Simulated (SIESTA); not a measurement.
RbCl under changes of volume

One of the cells (35.796 Å³/atom); the others are scaled copies at fixed shape and fractional positions:

```
Rb Cl
1.0
     0.00000    3.29568    3.29568
     3.29568    0.00000    3.29568
     3.29568    3.29568    0.00000
Rb Cl
1 1
Cartesian
  0.0000 0.0000 0.0000
  3.2957 3.2957 3.2957
```

- Program: SIESTA 5.4.2
- Functional: PBEsol
- Potentials or basis: PseudoDojo 0.4 standard (PBEsol files)
- Basis: DZP (energy shift 0.003 Ry; two zetas on semicore shells; d shell added on Rb)
- Grid cutoff: 800 Ry
- Energy shift: 0.003 Ry
- k mesh: 7 × 7 × 7
- Occupations: fermi-dirac, width 0.05 eV
- Spin: no spin polarisation

```tsv
volume (Å³/atom)	energy over the lowest point (meV/atom)	pressure (GPa)	gap on the mesh (eV)
32.989	?	?	?
33.690	2.10	0.7	5.05
34.392	0.00	0.3	4.99
35.796	0.54	-0.4	4.87
36.498	2.82	-0.7	4.82
37.200	6.29	-0.9	4.76
```

Task: What does the run at 32.989 Å³/atom give?

Result: Energy over the lowest point 6.07 meV/atom; pressure 1.1 GPa; gap on the mesh 5.12 eV.

Worked out: A Birch-Murnaghan fit of order 3 (a polynomial in V^(-2/3)) to the other rows has its minimum at 34.96 Å³/atom with B0 = V·E''(V) = 16.9 GPa and B' = 4.6. It gives 6.01 meV/atom at 32.989 Å³/atom, against the run's 6.07, and -dE/dV = 1.1 GPa, against 1.1. A straight line through the other rows of the gap, of slope -2.91 eV per unit of ln V (its deformation potential), extrapolates to 5.11 eV, against the run's 5.12.

Energies are extrapolated to zero smearing.

Caveats: the basis of atomic orbitals isn't converged, which shifts pressures, moduli and gaps; an odd mesh through Γ misses points on the zone boundary, where band edges often lie (some runs). Spin-orbit coupling on Rb is left out.
